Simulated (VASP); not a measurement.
The system is KBr.

```xyz
16
Lattice="0.0000 6.6000 6.6000 6.6000 0.0000 6.6000 6.6000 6.6000 0.0000" Properties=species:S:1:pos:R:3 pbc="T T T"
K     0.0000    0.0000    0.0000
K     3.3000    3.3000    0.0000
K     3.3000    0.0000    3.3000
K     6.6000    3.3000    3.3000
K     0.0000    3.3000    3.3000
K     3.3000    6.6000    3.3000
K     3.3000    3.3000    6.6000
K     6.6000    6.6000    6.6000
Br    3.3000    3.3000    3.3000
Br    6.6000    6.6000    3.3000
Br    6.6000    3.3000    6.6000
Br    9.9000    6.6000    6.6000
Br    3.3000    6.6000    6.6000
Br    6.6000    9.9000    6.6000
Br    6.6000    6.6000    9.9000
Br    9.9000    9.9000    9.9000
```

| Property | Result |
| --- | --- |
| Program | VASP 6.6.1 |
| Task | phonon dispersion |
| Functional | LDA |
| Potentials or basis | VASP PAW LDA potentials, release 64 (K_sv, Br) |
| Cutoff | 520 eV |
| k mesh | 2 × 2 × 2 |
| Occupations | gaussian, width 0.03 eV |
| Spin | no spin polarisation |
| Long-range dipole term | yes |
| Supercell matrix | [2, 0, 0, 0, 2, 0, 0, 0, 2] |
| Further INCAR settings | LREAL = Auto; ALGO = Normal; EDIFF = 1e-07; IBRION = 6; POTIM = 0.015; NSW = 1 |

Q: Is this structure dynamically stable at this level, and how far does the spectrum reach?

A: Yes, as far as this q mesh shows: no mode on the path is imaginary. The highest frequency is 147 cm⁻¹.

Phonon frequencies at the corners of the path (cm⁻¹, interpolated; i marks imaginary ones):
```csv
point,frequencies
Γ,0 0 0 96 96 147
X,30 30 62 102 102 109
W,49 49 55 98 107 107
K,39 55 55 96 109 109
L,51 51 76 88 88 136
U,39 55 55 96 109 109
```

A q mesh this small can miss soft modes between its points.

Caveat: the k mesh is coarse (spacing up to 0.41 Å⁻¹), so the values aren't converged.
